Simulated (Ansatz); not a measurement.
# Charge transition levels of the S vacancy in BaS, term by term

All numbers below come from DFT PBE, scalar-relativistic, plane waves, PAW (Ansatz 0.2.0). Run with 420 eV cutoff, 2×2×2 k-mesh, shifted by half a step, Gaussian smearing of 0.01 eV, collinear spin in charge +1 alone.

Host crystal, relaxed:

```
CELL_PARAMETERS angstrom
0.00000 3.21426 3.21426
3.21426 0.00000 3.21426
3.21426 3.21426 0.00000
ATOMIC_POSITIONS crystal
Ba 0.00000 0.00000 0.00000
S 0.50000 0.50000 0.50000
```

The S vacancy was set at (0.500, 0.500, 0.500) of the host cell, in a supercell of 32 sites (1063 Å³), relaxed at fixed cell in each charge q. The host's Kohn–Sham gap is 2.23 eV and its static dielectric constant 15.3 (mean). For each charge: the supercell's free energy over the neutral one with q electrons exchanged at the valence band top, F(q) − F(0) + qE_v; the image-charge term; and the term that aligns the potential far from the defect with the host's.

Spin-orbit coupling is left out, which matters for the bands and energies of heavy elements.

| q | F(q) − F(0) + qE_v (eV) | image charge (eV) | alignment (eV) |
| --- | --- | --- | --- |
| +2 | -4.000 | 0.532 | -0.314 |
| +1 | -2.348 | 0.133 | -0.177 |
| 0 | 0.000 | 0.000 | 0.000 |

Task: Add the terms and find the levels between neighbouring charges, ε(q/q′) = [A(q′) − A(q)]/(q − q′), with and without the two corrections.

Result: A(q): -3.782 eV for +2, -2.392 eV for +1, 0.000 eV for 0.
```csv
level,corrected (eV over E_v),uncorrected (eV)
(+2/+1),1.39,1.65
(+1/0),2.39,2.35
```

As a check, a point charge in a simple cubic cell of this volume has q²αe²/(2εL) = 0.131 q² eV (e² = 14.40 eV Å, α = 2.837, L = 10.20 Å); the shape of the real cell can change it somewhat. The term grows as q², so it pushes donor levels down and acceptor levels up. The program doubts the alignment for q = +2, +1, so levels beside it are uncertain by about that term.

Task: Which of these charges is lowest with the Fermi level at the valence band top, at mid-gap and at the conduction band bottom?

Result: The line A(q) + qE_F that lies lowest gives the charge: +2 at E_F = 0.00 eV, +2 at E_F = 1.12 eV, +1 at E_F = 2.23 eV. (+1/0) falls outside this Kohn–Sham gap, so the change of charge isn't reached within it; the real gap is usually wider and may hold a localised level, while a level that comes from a carrier in the host's bands only marks the band edge and moves with it. In charge 0 the cell has partly filled levels, from a carrier spread over the host's bands, a defect level that the small cell broadens into a band, or a degenerate defect level that the symmetric start can't split, so the levels beside it are doubtful. Without the alignment that the program doubts, the level (+1/0) would lie at 2.21 eV, inside the gap, so these runs don't decide whether the defect changes charge there. Charges beyond those computed could lie lower near the band edges.

Task: The neutral defect forms at 4.68 eV with atoms taken from and returned to the elements. What are the formation energies at those three Fermi levels, and what share of sites would hold the defect at 1200 K with E_F at mid-gap, if the host still stood at that temperature?

Result: E_f = E_f(0) + A(q) + qE_F = 0.90, 3.13, 4.52 eV. In the dilute limit the share is exp(−E_f/k_BT) = exp(−3.129/0.1034) = 7.3×10⁻¹⁴, leaving out degeneracy and vibrational entropy. This is the S-rich limit; a poorer supply of S lowers E_f, in a binary host by up to its heat of formation per S atom. The small cell and the narrow Kohn–Sham gap leave errors of tenths of an eV or more, which change the share by orders of magnitude.